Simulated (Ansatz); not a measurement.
# Si (I4_1/amd) in Ansatz: a series of runs

Runs on Si. Level: PBE. Tasks: single point.

Program: Ansatz 0.2.0. These are calculated values, not measurements. Logs are shortened: lines on timing, memory, paths and dates and some standing lists are left out, and cuts for length are marked.

## (1) The crystal as given

It takes space group I4_1/amd (No. 141, tetragonal). The conventional cell has a = 4.743 Å, b = 4.743 Å, c = 2.659 Å, α = 90.00°, β = 90.00°, γ = 90.00°. Si (site symmetry -4m2) has 6 Si at 2.46 to 2.66 Å as nearest neighbours.

This isn't the form of Si at room conditions, which is diamond.

## (2) Single point, PBE, 14.05 Å³/atom (volume scaled by 0.94)

Contents of input.yaml:

```yaml
crystal:
  lattice:
    - [-2.3229633681, 2.3229633681, 1.3021299107]
    - [2.3229633681, -2.3229633681, 1.3021299107]
    - [2.3229633681, 2.3229633681, -1.3021299107]
  atoms:
    - { symbol: Si, position: [0.5, 0.5, 0.0] }
    - { symbol: Si, position: [0.25, 0.75, 0.5] }
kpoints:
  mp_grid: { grid: [11, 11, 11] }
scf:
  occupations: { method: fermi_dirac, width: 0.05 }
hamiltonian:
  xc: pbe
  pseudopotentials: { kind: all_electron, lapw: { basis_error: 0.0005 } }
output:
  forces: true
  stress: true
  eigenvalues: true
```

Potentials or basis: all-electron LAPW, scalar-relativistic.

Command:

```bash
$ ansatz run input.yaml --threads 1 --pin off --max-ram 3072MiB --backend cpu --events-out ev --progress --plain --runs-dir out
```

The log of the run:

```text
Warning: RAYON_NUM_THREADS=1 ignored (pool sized by the plan → 1); use --threads N
LAPW: plane waves up to 7.684 Å⁻¹, error target 5.0e-4 eV per atom; small_component_spin mean_spin; Si in spheres of 1.206 Å, 12 of its electrons in bands, Dirac shells [] (how accurate: hamiltonian.pseudopotentials.lapw.basis_error, Limitations)
Engine: ansatz 0.2.0, x86_64-unknown-linux-gnu
Pseudopotentials: kind: all_electron
Pseudopotential: Si, LAPW, valence charge 12, lapw/all_electron/scalar/gaussian/Si, Koelling and Harmon's equation, gaussian nucleus
Functional definition: PBE
  parameter kappa = 0.804
  parameter beta = 0.06672455060314922
  exchange = pbe_x(kappa = kappa, mu = beta*pi^2/3)
  correlation = pbe_c(beta = beta)
Crystal: 2 atoms, lattice volume = 28.106 Å³
Basis set: ecut = 224.9354004244861 eV, 219 PW (Γ), FFT grids on a1+a2, a2, a3, exchange–correlation at level 2
Bands: 16, of which v1, the nominal top of the filled ones, is band 12 counted from 1 (11 counted from 0)
Symmetry: 16 space group operations
Space group: I41/amd (ITA 141), of the structure as read, at distance tolerance 3.0e-5 Å
k-points: 126 of 1331
Non-local potential: Si, projectors of the file, none
Initial density: superposition of atomic densities (chi_scale 0.1, normalization cell)
Initial wavefunctions: plane waves of lowest kinetic energy (no species holds an atomic orbital)
Functional: x = pbe(κ = 0.804, μ = 0.2195149727645171), c = pbe(β = 0.06672455060314922)
iter 1 solved again at ethr=4.34e-4 eV; its pass at ethr=1.00e-1 eV (dr2=1.04e-1 eV) is discarded
SCF iter   1: F=—  HF=-15783.870865 eV  |F-HF|=—  |Δ(HF+E_count)|=         —  Δρ=2.56e-2  dr2=1.04e-1  ethr=4.34e-4  ⟨swp⟩=2.8  Hψ=14337  notcnv=0
preconditioner: auto → none  [metal: Δε(μ)=0.024 eV  Ē_g=10.650 eV  σ=0.050 eV  W_gap=0.12  n_scr=4 (ndim 8)  ℏωp=19.8 eV  f_vac=0.000  D(μ)=0.81/eV (n_scr^D=4)  sad-step TF]
SCF iter   2: F=—  HF=-15783.861972 eV  |F-HF|=—  |Δ(HF+E_count)|=   8.89e-3  Δρ=1.66e-2  dr2=4.75e-2  ethr=4.33e-4  ⟨swp⟩=2.0  Hψ=5398  notcnv=0
iter 3 solved again at ethr=7.87e-7 eV; its pass at ethr=1.98e-4 eV (dr2=1.89e-4 eV) is discarded
SCF iter   3: F=—  HF=-15783.859324 eV  |F-HF|=—  |Δ(HF+E_count)|=   2.65e-3  Δρ=1.05e-3  dr2=1.89e-4  ethr=7.87e-7  ⟨swp⟩=2.3  Hψ=9839  notcnv=0
SCF iter   4: F=—  HF=-15783.859366 eV  |F-HF|=—  |Δ(HF+E_count)|=         —  Δρ=1.83e-4  dr2=5.27e-6  ethr=7.86e-7  ⟨swp⟩=2.0  Hψ=5310  notcnv=0
the basis was enlarged: its passes take 354.5 KiB over the memory plan, 1 of 1 planned eigensolver slots
SCF iter   5: F=—  HF=-15783.859370 eV  |F-HF|=—  |Δ(HF+E_count)|=   3.71e-6  Δρ=2.78e-5  dr2=1.08e-7  ethr=2.20e-8  ⟨swp⟩=2.4  Hψ=5369  notcnv=0
SCF iter   6: F=-15783.859370 eV  HF=-15783.859370 eV  |F-HF|=1.53e-10  |Δ(HF+E_count)|=   1.38e-7  Δρ=2.33e-6  dr2=8.75e-10  ethr=4.48e-10  ⟨swp⟩=3.0  Hψ=5802  notcnv=0
SCF 1 converged in 6 iterations: F = -15783.859370 eV  dr2 = 8.75e-10
SCF converged after 6 iterations
Free energy (F): -15783.859370 eV
Harris-Foulkes:  -15783.859370 eV  (|F-HF|=1.53e-10)
Internal energy: -15783.852820 eV  (E = F + TS)
E sigma→0 (E₀):  -15783.856095 eV
Entropy (-TS):   -0.006550 eV (-3.275 meV/atom)
Fermi energy:    12.554715 eV
--- Per-component energies (eV) ---
  E_band       = -1365.363718
  E_kinetic    = 15833.705859
  E_xc         = -1138.465698
  E_electrostatic = -30479.092981  (all electrons and nuclei)
  E_smearing   = -0.006550  (= −TS)
  E_closure    = 0.000000  (closes the sum)
  E_atoms      = -15773.713766  (free atoms, spherical and without spin; not in F)
  Σ components = -15783.859370   (vs F -15783.859370, Δ=0.00e0)
  Basis errors (estimates in eV, not in F): energy 2.1e-4 per atom: plane waves 2.0e-4 (1.1e-4 summed), levels above the bands 2.5e-38, relativity 5.5e-9, radial functions 7.6e-6, core shells 3.3e-13; eigenvalues (radial functions only) 5.2e-7; not estimated: angular momenta, meshes, grids; target (lapw.basis_error) 5.0e-4; muffin-tin radii Si 1.206 Å
--- Forces (eV/Å), atoms counted from 1 ---
  atom   1  Si     0.00000000     0.00000000    -0.00000000
  atom   2  Si    -0.00000000     0.00000000     0.00000000
  max |Σ_I F_I| component: 1.73e-18 eV/Å
--- Stress (GPa, compression-positive) ---
       13.099894       0.000000       0.000000
        0.000000      13.099894      -0.000000
        0.000000      -0.000000       9.352389
  P = ⅓ Tr σ = 11.8507 GPa (118.507 kbar)
--- Band table (eV; the first three rows and the last of 126) ---
  k-point 0: bands = ["-121.7190", "-121.7136", "-77.7741", "-77.7735", "-77.7562", "-77.7562", "-77.7372", "-77.7372", "-1.9246", "9.9679", "9.9679", "11.0304", "13.8317", "20.2981", "22.2265", "22.2265"]
  k-point 1: bands = ["-121.7189", "-121.7137", "-77.7741", "-77.7735", "-77.7558", "-77.7557", "-77.7376", "-77.7375", "-1.8142", "8.5648", "10.0667", "11.9076", "14.6300", "19.2772", "21.4484", "22.1261"]
  k-point 2: bands = ["-121.7186", "-121.7140", "-77.7742", "-77.7738", "-77.7547", "-77.7544", "-77.7387", "-77.7385", "-1.4834", "6.7177", "10.3627", "12.5745", "16.6081", "17.6954", "20.0869", "21.7933"]
  k-point 125: bands = ["-121.7164", "-121.7162", "-77.7738", "-77.7738", "-77.7581", "-77.7577", "-77.7359", "-77.7355", "3.4084", "4.1353", "5.3122", "6.0307", "18.2783", "18.2964", "25.8281", "26.4219"]
```

It took 8 s on 1 thread of AMD EPYC 7R13 (Zen 3), shared host; peak memory 0.34 GiB.

What came out:

```
Free energy            : -15783.8594 eV
Pressure               : 11.9 GPa
Band gap on the k mesh : none (metal or under the smearing width)
```

## (3) Single point, PBE, 14.35 Å³/atom (volume scaled by 0.96)

Changes to input.yaml since step 2:

```diff
@@ -2,5 +2,5 @@
   lattice:
-    - [-2.3229633681, 2.3229633681, 1.3021299107]
-    - [2.3229633681, -2.3229633681, 1.3021299107]
-    - [2.3229633681, 2.3229633681, -1.3021299107]
+    - [-2.339322804, 2.339322804, 1.3113001418]
+    - [2.339322804, -2.339322804, 1.3113001418]
+    - [2.339322804, 2.339322804, -1.3113001418]
   atoms:
```

Potentials or basis: all-electron LAPW, scalar-relativistic.

Command:

```bash
$ ansatz run input.yaml --threads 1 --pin off --max-ram 3072MiB --backend cpu --events-out ev --progress --plain --runs-dir out
```

Run time: 7.8 s. Hardware: 1 thread of AMD EPYC 7R13 (Zen 3), shared host; peak memory 0.34 GiB.

Results (log left out):

```yaml
Free_energy: -15783.8975 eV
Pressure: 8.7 GPa
Band_gap_on_the_k_mesh: none (metal or under the smearing width)
```

## (4) Single point, PBE, 14.65 Å³/atom (volume scaled by 0.98)

Changes to input.yaml since step 3:

```diff
@@ -2,5 +2,5 @@
   lattice:
-    - [-2.339322804, 2.339322804, 1.3113001418]
-    - [2.339322804, -2.339322804, 1.3113001418]
-    - [2.339322804, 2.339322804, -1.3113001418]
+    - [-2.3554565746, 2.3554565746, 1.3203438769]
+    - [2.3554565746, -2.3554565746, 1.3203438769]
+    - [2.3554565746, 2.3554565746, -1.3203438769]
   atoms:
```

Command:

```bash
$ ansatz run input.yaml --threads 1 --pin off --max-ram 3072MiB --backend cpu --events-out ev --progress --plain --runs-dir out
```

Run time: 8.2 s. Hardware: 1 thread of AMD EPYC 7R13 (Zen 3), shared host; peak memory 0.34 GiB.

It converged, with:

```yaml
Free_energy: -15783.9244 eV
Pressure: 5.8 GPa
Band_gap_on_the_k_mesh: none (metal or under the smearing width)
```

## (5) Single point, PBE, 14.95 Å³/atom

Changes to input.yaml since step 4:

```diff
@@ -2,5 +2,5 @@
   lattice:
-    - [-2.3554565746, 2.3554565746, 1.3203438769]
-    - [2.3554565746, -2.3554565746, 1.3203438769]
-    - [2.3554565746, 2.3554565746, -1.3203438769]
+    - [-2.3713723045, 2.3713723045, 1.3292653899]
+    - [2.3713723045, -2.3713723045, 1.3292653899]
+    - [2.3713723045, 2.3713723045, -1.3292653899]
   atoms:
```

Command:

```bash
$ ansatz run input.yaml --threads 1 --pin off --max-ram 3072MiB --backend cpu --events-out ev --progress --plain --runs-dir out
```

Run time: 9.2 s. Hardware: 1 thread of AMD EPYC 7R13 (Zen 3), shared host; peak memory 0.34 GiB.

Results (log left out):

* Free energy: -15783.9411 eV
* Pressure: 3.2 GPa
* Band gap on the k mesh: none (metal or under the smearing width)

## (6) Single point, PBE, 15.25 Å³/atom (volume scaled by 1.02)

Changes to input.yaml since step 5:

```diff
@@ -2,5 +2,5 @@
   lattice:
-    - [-2.3713723045, 2.3713723045, 1.3292653899]
-    - [2.3713723045, -2.3713723045, 1.3292653899]
-    - [2.3713723045, 2.3713723045, -1.3292653899]
+    - [-2.3870772145, 2.3870772145, 1.3380687285]
+    - [2.3870772145, -2.3870772145, 1.3380687285]
+    - [2.3870772145, 2.3870772145, -1.3380687285]
   atoms:
```

Potentials or basis: all-electron LAPW, scalar-relativistic.

Command:

```bash
$ ansatz run input.yaml --threads 1 --pin off --max-ram 3072MiB --backend cpu --events-out ev --progress --plain --runs-dir out
```

Wall time 7.4 s (1 thread of AMD EPYC 7R13 (Zen 3), shared host); peak memory 0.33 GiB.

Results (log left out):

| Quantity | Value |
| --- | --- |
| Free energy | -15783.9487 eV |
| Pressure | 0.9 GPa |
| Band gap on the k mesh | none (metal or under the smearing width) |

## (7) Single point, PBE, 15.55 Å³/atom (volume scaled by 1.04)

Changes to input.yaml since step 6:

```diff
@@ -2,5 +2,5 @@
   lattice:
-    - [-2.3870772145, 2.3870772145, 1.3380687285]
-    - [2.3870772145, -2.3870772145, 1.3380687285]
-    - [2.3870772145, 2.3870772145, -1.3380687285]
+    - [-2.4025781503, 2.4025781503, 1.3467577299]
+    - [2.4025781503, -2.4025781503, 1.3467577299]
+    - [2.4025781503, 2.4025781503, -1.3467577299]
   atoms:
```

Command:

```bash
$ ansatz run input.yaml --threads 1 --pin off --max-ram 3072MiB --backend cpu --events-out ev --progress --plain --runs-dir out
```

It took 7.5 s on 1 thread of AMD EPYC 7R13 (Zen 3), shared host; peak memory 0.32 GiB.

It converged, with:

| Property | Result |
| --- | --- |
| Free energy | -15783.9482 eV |
| Pressure | -1.1 GPa |
| Band gap on the k mesh | none (metal or under the smearing width) |

## (8) Single point, PBE, 15.85 Å³/atom (volume scaled by 1.06)

Changes to input.yaml since step 7:

```diff
@@ -2,5 +2,5 @@
   lattice:
-    - [-2.4025781503, 2.4025781503, 1.3467577299]
-    - [2.4025781503, -2.4025781503, 1.3467577299]
-    - [2.4025781503, 2.4025781503, -1.3467577299]
+    - [-2.4178816084, 2.4178816084, 1.3553360359]
+    - [2.4178816084, -2.4178816084, 1.3553360359]
+    - [2.4178816084, 2.4178816084, -1.3553360359]
   atoms:
```

Command:

```bash
$ ansatz run input.yaml --threads 1 --pin off --max-ram 3072MiB --backend cpu --events-out ev --progress --plain --runs-dir out
```

It took 6.6 s on 1 thread of AMD EPYC 7R13 (Zen 3), shared host; peak memory 0.34 GiB.

It converged, with:

```yaml
Free_energy: -15783.9404 eV
Pressure: -3.0 GPa
Band_gap_on_the_k_mesh: none (metal or under the smearing width)
```
